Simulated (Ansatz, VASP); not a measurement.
## PbS (Galena): VASP beside Ansatz

```
Pb S
1.0
    -0.08400    2.97237    3.03981
     2.90351   -0.01889    2.97470
     2.90372    2.90747   -0.01910
Pb S
1 1
Cartesian
  2.8442 0.0370 2.9587
  2.8821 2.9341 2.9517
```

Alike in both runs: task single point; functional PBE; dispersion D4; k mesh 4 × 4 × 4; no spin polarisation.

```csv
,VASP,Ansatz
version,VASP 6.6.1,Ansatz 0.2.0
potentials or method,"VASP PAW PBE potentials, release 64 (Pb_d, S)","plane waves, PAW"
plane-wave cutoff (eV),520,540
occupations,"gaussian, width 0.01 eV",fixed
valence electrons in the cell,20,20
```

|  | VASP | Ansatz | Ansatz less VASP |
| --- | --- | --- | --- |
| pressure (GPa) | 0.1 | 0.1 | +0.06 |
| largest component of the traceless stress (GPa) | 2.12 | 2.12 | -0.001 |
| rms of the force components (eV/Å) | 0.017 | 0.017 | +0.0006 |
| dispersion energy (meV/atom) | -377.2 | -377.3 | -0.18 |

Atom by atom the forces differ by 0.001 eV/Å (rms over components). Ansatz warned: «stress_scf_threshold_loose».

Caveats: the k mesh is coarse (spacing up to 0.46 Å⁻¹), so the values aren't converged.
